The electrons of a crystal are described by waves, each with a wave vector k, and a calculation can visit only a finite mesh of these vectors. Here one cell of CdTe is computed eight times, with nothing changed but the mesh. The sweep value 5,5,5 means N = 5 divisions along each of the three directions, and energies are counted from the densest mesh, 12,12,12.

VASP 6.6.1, PBE with the recommended PAW potentials, for the two-atom cell of CdTe at fixed geometry, without spin polarisation or spin-orbit coupling; plane-wave cutoff 520 eV, Gaussian smearing 0.02 eV. The sweep value is the k-point mesh; energies are extrapolated to zero smearing and counted from the 12,12,12 mesh, and gaps are read on each mesh.

```
sweep value  energy less tightest (meV/atom)  pressure (GPa)  gap (eV)  force miss (eV/Å)
      2,2,2                            664.0           8.375     0.759              0.000
      3,3,3                            131.9           5.339     0.840              0.000
      4,4,4                             33.4           4.649     0.862              0.000
      5,5,5                              9.9           4.463     0.869              0.000
      7,7,7                              1.2           4.394     0.873              0.000
      8,8,8                              0.5           4.391     0.873              0.000
   10,10,10                              0.1           4.390     0.873              0.000
   12,12,12                              0.0           4.389     0.873              0.000
```

*Which mesh is good enough?* That depends on the bound. For an energy within 10 meV/atom of the densest mesh, 5,5,5 suffices, though only just, with an error of 9.9 meV/atom. For 1 meV/atom the choice falls on 8,8,8, because 7,7,7 narrowly misses at 1.2. At the coarse end, 2,2,2 is wrong by 664 meV/atom, a sizeable fraction of the energy of a chemical bond.

*The force miss is zero already at 2,2,2. Does that mesh give good forces?* The table cannot support that conclusion. Every atom sits at the centre of a regular tetrahedron of neighbours, so the pulls on it cancel by symmetry, however poorly each is computed. The same row has the worst energy of all. Once an atom is displaced the cancellation ends, and the mesh has to be tested again on the distorted cell.

*From 2,2,2 to 8,8,8 the number of mesh points grows 64-fold, but the energy error shrinks about 1400-fold. Why so much?* The energy of the filled bands, followed through k, is a repeating function and can be written as a sum of waves. Each wave belongs to one lattice vector, and its height measures how strongly the electrons of one cell are coupled to those of the cell that lies this vector away. A full average over k removes every wave and leaves only the constant part. A mesh with N divisions removes most of them too, but a wave that belongs to a step of exactly N cells looks the same at every mesh point, and so it survives in the average.

The error is therefore, for the most part, a coupling between cells that lie N cell edges apart. With an edge of 4.53 Å, that is 9 Å for 2,2,2 and 36 Å for 8,8,8. In a crystal with a gap the filled bands can be described by orbitals that stay near their own bonds and fade exponentially with distance. A denser mesh does more than add points: it pushes the false partner further into the tail of these orbitals.

*Is the decay then a plain exponential?* Not over this range. In a plain exponential every added division would cut the error by the same factor, whereas the factor falls from 5.0 at the coarse end to about 2.5 between 8,8,8 and 10,10,10. A fixed power of N fails in the opposite way, since the power needed to join neighbouring rows climbs from 4 to 8. Theory allows for something in between, because the exponential tail of such a coupling generally carries a power of the distance as well.

A least-squares fit of that product to the logarithms of the errors, using the six meshes from 2,2,2 to 8,8,8, gives

ln(error in meV/atom) = 9.519 − 0.630 N − 2.523 ln N.

Take a mesh that was not computed, 6,6,6. The terms are 9.519 − 3.78 − 4.52 = 1.22, and the exponential of 1.22 is 3.4, so this mesh should be wrong by about 3 meV/atom. The row 10,10,10, which was kept out of the fit, offers a test: the formula gives 0.075 meV/atom and the calculation 0.077, while a plain exponential fitted to the same six rows gives less than half of that. The agreement shows that the formula serves well between the computed meshes and a short step beyond them. It does not single out this law, since a curve in which the logarithm of the error falls in proportion to √N follows the same rows just as closely. Nor does it give each constant a meaning, because a steeper power can make up for a slower exponential. It should also not be pressed to the last digit, since by the same formula the 12,12,12 reference is itself off by roughly 0.01 meV/atom.

*Why is the pressure too high on coarse meshes, and does it matter?* Pressure is the rate at which the energy falls as the cell expands, so an energy error that depends on volume brings a pressure error with it. At 2,2,2 the energy error spread over the volume of an atom, 32.92 Å³, amounts to about 3.2 GPa, and the pressure is too high by 4.0 GPa. For the four coarsest meshes the pressure error is 1.2 to 1.6 times the energy error per volume. This means that the false coupling weakens as the atoms move apart, as a coupling between orbitals should.

It matters as soon as the cell is allowed to relax. With a bulk modulus of roughly 40 GPa, a recalled value, the false pressure at 2,2,2 would swell the cell by something like 10% in volume, whereas at 5,5,5 the effect is about 0.2%. The 4.39 GPa that remains on the densest mesh is of another kind. It is a real stress, present because the cell is held smaller than PBE would choose, and no mesh will remove it.

*The gap grows from 0.759 to 0.873 eV. Did the coarse mesh miss the band edges?* That alone would have made the gap too large, not too small. The gap is read as the distance from the highest filled to the lowest empty level on the mesh, and overlooking the true edges can only widen that distance. Here the coarse gap is too small, so the bands themselves must have moved.

They can move because the electron density is also an average over the mesh, and the density sets the potential in which the bands are computed. The odd meshes make this plain. With the usual ways of placing the points they all contain k = 0, where CdTe has its smallest gap, and yet the gap still rises by 33 meV from 3,3,3 to 7,7,7. A band plot drawn on a fine path through k would not repair this if its density came from a coarse mesh.

*What would change with another cell, or without the tellurium?* What should be kept is the distance to the false partner, not the number N. The same crystal can be described by a cubic cell of eight atoms, whose edge is longer by a factor √2. Equal distance then asks for 5/√2 ≈ 3.5 divisions in place of 5, and 8/√2 ≈ 5.7 in place of 8. Meshes of 4,4,4 and 6,6,6 are therefore sensible starting points for the cubic cell, to be confirmed by a short test, since the false partners are also arranged differently around each cell.

Take away the tellurium and keep cadmium metal, and the argument loses its main support. In a metal a band is filled only up to the Fermi level, so the occupation jumps from full to empty at some surface in k. A function with a jump needs waves of long reach to describe it, and the exponential decay gives way to a slower and more uneven one. Metals for this reason need denser meshes and a smearing that rounds off the jump. For CdTe the smearing hardly matters, because 0.02 eV is tiny beside the gap. For the same reason the energy extrapolated to zero smearing, which the table follows, agrees here with the free energy.

*Which digits of the gap can be trusted?* As the PBE gap of this fixed cell, 0.873 eV is settled to about 1 meV from 7,7,7 onwards. As a prediction for real CdTe not even the first digit holds, for the measured gap is roughly 1.5 eV. Two features of the calculation hide part of the shortfall: the compressed cell widens the gap, and leaving out spin-orbit coupling keeps the top of the tellurium-derived valence band too low, which widens it further, by roughly 0.3 eV. With both put right the PBE gap would lie lower still, so the shortfall belongs to the functional, which is known to give semiconductors too small a gap. A denser mesh brings the result closer to what PBE says about this cell, and 8,8,8 is already there for every quantity that the table really tests.
